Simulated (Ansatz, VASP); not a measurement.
## Two plane-wave programs on PbSe (Clausthalite)

```xyz
2
Lattice="0.0000 3.0606 3.0606 3.0606 0.0000 3.0606 3.0606 3.0606 0.0000" Properties=species:S:1:pos:R:3 pbc="T T T"
Pb    0.0000    0.0000    0.0000
Se    3.0606    3.0606    3.0606
```

Alike in both runs: task relaxation of cell and atoms; functional PBE; k mesh 8 × 8 × 8; occupations fermi-dirac, width 0.05 eV; no spin polarisation.

```csv
,VASP,Ansatz
version,VASP 6.6.1,Ansatz 0.2.0
potentials or method,"VASP PAW PBE potentials, release 54 (Pb_d, Se)",Ansatz PAW
plane-wave cutoff (eV),600,420
valence electrons in the cell,20,30
```

|  | VASP | Ansatz | Ansatz less VASP |
| --- | --- | --- | --- |
| gap on the k mesh at the Fermi level, each at its own relaxed structure (eV) | 0.44 | 0.43 | -0.005 |
| relaxed volume (Å³/atom) | 30.05 | 30.04 | -0.003 |
| relaxed cell length with the largest relative difference (Å) | 4.397 | 4.396 | -0.0001 |
| energy change over the relaxation (meV/atom) | -10 | -10 | +0.1 |

The two sets of potentials don't hold the same shells in valence.

Caveats: spin-orbit coupling is left out, which as a rule narrows the gap of such compounds by several tenths of an eV; the plane-wave basis is chosen anew once the cell has moved, so the energies of steps on either side of that aren't comparable (Ansatz). A k mesh can miss the band edges. Zero-point motion and thermal expansion aren't in these numbers.
